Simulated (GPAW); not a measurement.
# BN (R3m) in GPAW: energy-loss spectrum with PBE

Aim: the energy-loss spectrum of BN with PBE.

All numbers are computed with GPAW 26.7.0; they aren't measurements. Logs are shortened: lines on timing, memory, paths and dates and some standing lists are left out, and cuts for length are marked. The log counts tension as positive stress, the text compression.

## (1) Starting point

It takes space group R3m (No. 160, trigonal). Conventional cell: a = 2.502 Å, b = 2.502 Å, c = 10.119 Å, α = 90.00°, β = 90.00°, γ = 120.00°. N (site symmetry 3m) has 3 B at 1.44 Å as nearest neighbours. B (site symmetry 3m) is surrounded by 3 N at 1.44 Å.

The cell is a database's computed one.

## (2) Energy-loss spectrum, PBE

File run.py:

```python
import numpy as np
from ase import Atoms
from ase.dft.bandgap import bandgap
from ase.io import write
from gpaw import GPAW, PW, setup_paths
from gpaw.response.df import DielectricFunction

setup_paths.insert(0, '.')

atoms = Atoms(['N', 'B'],
              cell=[[1.2511217832, 0.7223354983, 3.3729344033],
                    [-1.2511217832, 0.7223354983, 3.3729344033],
                    [0.0, -1.4446709966, 3.3729344033]],
              scaled_positions=[[0.6672382, 0.6672382, 0.6672382],
                                [0.0003288, 0.0003288, 0.0003288]],
              pbc=True)

calc = GPAW(mode=PW(650),
            xc='PBE',
            kpts={'size': (10, 10, 10), 'gamma': True},
            occupations={'name': 'fermi-dirac', 'width': 0.001},
            setups={'B': 'jth', 'N': 'jth'},
            nbands=-7,
            convergence={'density': 1e-06},
            maxiter=150,
            txt='gpaw.txt')
atoms.calc = calc
energy = atoms.get_potential_energy()
calc.write('gs.gpw')
write('result.traj', atoms)
print(f'Energy: {energy:.6f} eV')
print('Fermi level:', round(calc.get_fermi_level(), 4), 'eV')
print(f'Gap: {bandgap(calc)[0]:.4f} eV, direct: {bandgap(calc, direct=True)[0]:.4f} eV')

dense = calc.fixed_density(kpts={'size': (15, 15, 15), 'gamma': True},
                           nbands=42, convergence={'bands': 36, 'eigenstates': 1e-7},
                           update_fermi_level=True, txt='dense.txt')
dense.write('dense.gpw', mode='all')

df = DielectricFunction('dense.gpw', frequencies={'type': 'nonlinear', 'domega0': 0.1, 'omega2': 10},
                        eta=0.2, ecut=40, nbands=36, txt='df.txt')
for i, q_c in enumerate([[0.2666666667, 0.2666666667, 0.2666666667], [0.5333333333, 0.5333333333, 0.5333333333]]):
    eels0, eels = df.get_eels_spectrum(xc='RPA', q_c=q_c, filename=f'eels_{i}.csv')
    q = np.linalg.norm(2 * np.pi * np.array(q_c) @ atoms.cell.reciprocal())
    w = df.get_frequencies()
    print(f'|q| = {q:.4f} 1/A: loss peak at {w[eels[w < 45].argmax()]:.3f} eV (below 45 eV)')
```

Potentials or basis: JTH PAW 2.0, PBE, pw.

Started as:

```bash
OMP_NUM_THREADS=1 python run.py
```

gpaw.txt:

```text
__  _  _
 | _ |_)|_||  |
 |__||  | ||/\| - 26.7.0

Input parameters:
  mode=PW(ecut=650.0),
  convergence={'density': 1e-06},
  kpts=MonkhorstPack(size=(10, 10, 10), gamma=True),
  maxiter=150,
  nbands=-7,
  occupations=Occupations(name='fermi-dirac', width=0.001),
  setups={'B': 'jth', 'N': 'jth'},
  xc=XC(name='PBE')

Diagonalizing LCAO Hamiltonian
Converting LCAO to pw mode

       N

       B

Atoms  # Å, Bohr magnetons
|   | symbol |         x |         y |        z |    initial magnetic moments |
|---|--------|-----------|-----------|----------|-----------------------------|
| 0 |      N |  0.000000 |  0.000000 | 6.751652 | ( 0.0000,  0.0000,  0.0000) |
| 1 |      B | -0.000000 | -0.000000 | 0.003327 | ( 0.0000,  0.0000,  0.0000) |

Unit cell  # Å
| periodic |         x |         y |        z |  lengths |    angles |
|----------|-----------|-----------|----------|----------|-----------|
|      yes |  1.251122 |  0.722335 | 3.372934 | 3.669300 | 39.871987 |
|      yes | -1.251122 |  0.722335 | 3.372934 | 3.669300 | 39.871987 |
|      yes |  0.000000 | -1.444671 | 3.372934 | 3.669300 | 39.871987 |

Number of symmetries: 6
Symmetry operations  # r_c * U_cc + t_c -> r_c
|   | kind |            matrix            |
|---|------|------------------------------|
| 0 |  E   |  1, 0, 0,  0, 1, 0,  0, 0, 1 |
| 1 |  σ   |  1, 0, 0,  0, 0, 1,  0, 1, 0 |
| 2 |  σ   |  0, 1, 0,  1, 0, 0,  0, 0, 1 |
| 3 |  C3  |  0, 1, 0,  0, 0, 1,  1, 0, 0 |
| 4 |  C3  |  0, 0, 1,  1, 0, 0,  0, 1, 0 |
| 5 |  σ   |  0, 0, 1,  0, 1, 0,  1, 0, 0 |

BZ-sampling:
  Number of BZ points: 1000
  Number of IBZ points: 116

  Monkhorst-Pack size: [10, 10, 10]
  Monkhorst-Pack shift: [0.05, 0.05, 0.05]

K-points  # in reciprocal-cell coordinates
|     |                                coordinates |     weight |
|-----|--------------------------------------------|------------|
|   0 | (  0.00000000,   0.00000000,   0.00000000) | 0.00100000 |
|   1 | (  0.10000000,   0.00000000,  -0.10000000) | 0.00600000 |
|   2 | (  0.10000000,   0.00000000,   0.00000000) | 0.00600000 |
|   3 | (  0.10000000,   0.10000000,  -0.10000000) | 0.00600000 |
|   4 | (  0.10000000,   0.10000000,   0.00000000) | 0.00600000 |
|   5 | (  0.10000000,   0.10000000,   0.10000000) | 0.00200000 |
|   6 | (  0.20000000,  -0.10000000,  -0.10000000) | 0.00600000 |
|   7 | (  0.20000000,   0.00000000,  -0.20000000) | 0.00600000 |
|   8 | (  0.20000000,   0.00000000,  -0.10000000) | 0.01200000 |
|   9 | (  0.20000000,   0.00000000,   0.00000000) | 0.00600000 |
| ... |                                            |            |
| 115 | (  0.50000000,   0.50000000,   0.50000000) | 0.00100000 |

Plane wave coefficients: 700
Cutoff: 650.0 eV

Spin-components: 1 (collinear spins)
Bands:           11
Projectors:      8
Spin-degeneracy: 2
Datatype:        complex128

Parallelization:
  kpt:    1
  domain: 1
  band:   1

Density:
  Valence electrons: 8.0
  Components: 1
  Grid points: [24 24 24]
  Charge: 0.0  # |e|

Potential:
  Grid points: [24 24 24]

species:
  N:
    name:    Nitrogen
    Z:       7.0
    valence: 5
    core:    2
    charge:  0.0  # [|e|]
    compensation charges:
      type: sinc
      rc: 0.53  # [Å]
      lmax: 2
    cutoffs:
      filter: 0.64  # [Å]
      core: 0.98  # [Å]
    projectors
    | kind |    occ | energy [eV] | rcut [Å] |
    |------|--------|-------------|----------|
    |   2s |  2.000 |     -18.583 |    0.585 |
    |    s |        |      27.211 |    0.585 |
    |   2p |  3.000 |      -7.090 |    0.638 |
    |    p |        |      29.933 |    0.585 |

    Using partial waves for N as LCAO basis

  B:
    name:    Boron
    Z:       5.0
    valence: 3
    core:    2
    charge:  0.0  # [|e|]
    compensation charges:
      type: sinc
      rc: 0.74  # [Å]
      lmax: 2
    cutoffs:
      filter: 0.90  # [Å]
      core: 1.43  # [Å]
    projectors
    | kind |    occ | energy [eV] | rcut [Å] |
    |------|--------|-------------|----------|
    |   2s |  2.000 |      -9.443 |    0.794 |
    |    s |        |      40.817 |    0.794 |
    |   2p |  1.000 |      -3.607 |    0.903 |
    |    p |        |      40.817 |    0.903 |

    Using partial waves for B as LCAO basis

Reference energy: -2151.229806  # eV

eigensolver:
  PPCG
  Converge bands: occupied
  niter=2

density mixing:
  MSR1-Mixer
  Pratt-step length: 0.05
  Maximum mixing coefficient: 0.75
  Old densities: 10
  SVD Regularization: 0.005
  Good broyden scale: 1.0
  Trust region scale: 1.0
  Backstep threshold: 4.0
  History deletion threshold: 6.0
  Fourier metric: weight=20.0, sigma=0.015

occupation numbers:
  Fermi-Dirac:
    width: 0.0010  # eV

poisson solver:
  ecut: 5200.0  # eV

xc functional:
  name: PBE with 2 nearest neighbor stencil

convergence criteria:
- Maximum integral of absolute [dens]ity change: 1e-06 electrons / valence electron
- Maximum [total energy] change in last 3 cyles: 0.0005 eV / valence electron
- Maximum integral of absolute [eigenst]ate change: 4e-08 eV^2 / valence electron
maximum number of iterations: 150

SCF iterations
|iter     | |      energy | eigst |  dens |
|---------|-|-------------|-------|-------|
|iter:   1| |  -19.193547 | +0.28 |       |
|iter:   2| |  -18.863077 | -1.66 | -0.64 |
|iter:   3| |  -17.623642 | -0.90 | -0.69 |
|iter:   4| |  -17.614505 | -2.40 | -1.36 |
|iter:   5| |  -17.616189 | -3.32 | -1.76 |
|iter:   6| |  -17.616514c| -4.70 | -2.34 |
|iter:   7| |  -17.616518c| -6.45 | -3.44 |
|iter:   8| |  -17.616518c| -7.82c| -3.96 |
|iter:   9| |  -17.616518c| -8.84c| -5.35 |
|iter:  10| |  -17.616518c| -9.56c| -5.80 |
|iter:  11| |  -17.616518c|-10.49c| -6.88c|

Converged in 11 steps
Energy contributions relative to reference atoms: (reference = -2151.229806)

Energy contributions:
  Kinetic:          17.142252
  Coulomb:         -17.187093
  Zero:             -0.042802
  External:          0.000000
  Xc:              -17.528875
  Entropy:          -0.000000
  Spinorbit:         0.000000
  ----------------------------
  Free energy:     -17.616518
  Extrapolated:    -17.616518

dipole moment: (-0.000000, -0.000000, -13.722933)  # |e|*Ang

Fermi level: 3.927
Eigenvalues  # (at kpt = [0.000, 0.000, 0.000])
| band index |      eig [eV] | occ [0-2] |
|------------|---------------|-----------|
|          0 |       -14.664 |     2.000 |
|          1 |        -1.065 |     2.000 |
|          2 |         1.839 |     2.000 |
|          3 |         1.839 |     2.000 |
|          4 |         8.319 |     0.000 |
|          5 |        14.799 |     0.000 |
|          6 |        14.800 |     0.000 |
|          7 |        16.253 |     0.000 |
|          8 |        17.839 |     0.000 |
|          9 |        29.043 |     0.000 |
|         10 |        31.052 |     0.000 |

Gap: 4.246 eV
Transition (v -> c):
  (s=0, k=22, n=3, [0.30, 0.00, -0.30]) -> (s=0, k=110, n=4, [0.50, 0.50, 0.00])
Direct/indirect transitions are different
Direct gap: 4.875 eV
Transition at: (s=0, k=22, n=3, [0.30, 0.00, -0.30])
# Writing to gs.gpw (mode='')
```

stdout:

```text
<dir> UserWarning: The angles between your unit-cell vectors are 39.9, 39.9 and 39.9 degrees.  Results may be wrong!  Please Niggli-reduce your unit-cell so that the angles are closer to 90 degrees:

  from ase.build import niggli_reduce
  niggli_reduce(atoms)

  warnings.warn(
Energy: -17.616518 eV
Fermi level: 3.9275 eV
Gap: 4.2457 eV, direct: 4.8753 eV
|q| = 0.4968 1/A: loss peak at 16.782 eV (below 45 eV)
|q| = 0.9935 1/A: loss peak at 38.922 eV (below 45 eV)
```

df.txt:

```text
NonLinearFrequencyDescriptor(from 0.000 to 101.413 eV, 196 points)
NonLinearFrequencyDescriptor(from 0.000 to 101.413 eV, 196 points)

Calculating chi0 body with:
    Ground state adapter containing:
    Number of spins: 1
    Number of kpoints: 3375
    Number of irreducible kpoints: 344
    Number of completely occupied states: 4
    Number of partially occupied states: 4

    Linear response parametrization:
    q_c: [0.2666666667, 0.2666666667, 0.2666666667]
    Number of frequency points: 196
    Planewave cutoff: 40.0
    Number of bands: 36
    Number of planewaves: 13
    Broadening (eta): 0.2

Integrating chi0 body.

Symmetries of q_c:
    Direct symmetries (Uq -> q): 6
    Indirect symmetries (TUq -> q): 0
In total 6 allowed symmetries.

Integral kind: spectral function

Finished calculating chi0

Calculating chi0 body with:
    Ground state adapter containing:
    Number of spins: 1
    Number of kpoints: 3375
    Number of irreducible kpoints: 344
    Number of completely occupied states: 4
    Number of partially occupied states: 4

    Linear response parametrization:
    q_c: [0.5333333333, 0.5333333333, 0.5333333333]
    Number of frequency points: 196
    Planewave cutoff: 40.0
    Number of bands: 36
    Number of planewaves: 10
    Broadening (eta): 0.2

Integrating chi0 body.

Symmetries of q_c:
    Direct symmetries (Uq -> q): 6
    Indirect symmetries (TUq -> q): 0
In total 6 allowed symmetries.

Integral kind: spectral function

Finished calculating chi0
```

Run time: 7.1 min. Hardware: 1 thread of Arm Neoverse V2, shared host; peak memory 0.44 GiB.

Results:

```
Free energy            : -17.6165 eV
Band gap on the k mesh : 4.25 eV, indirect (least direct gap 4.88 eV)
```

Caveat: the highest transitions drop out of the frequency grid; the program truncates these outside data sets; response on these states lacks terms of the Hamiltonian; an odd mesh through Γ misses points on the zone boundary, where band edges often lie; the program warned that so skewed a cell can give wrong results. PBE gaps usually lie below the measured ones, often by a third to a half.
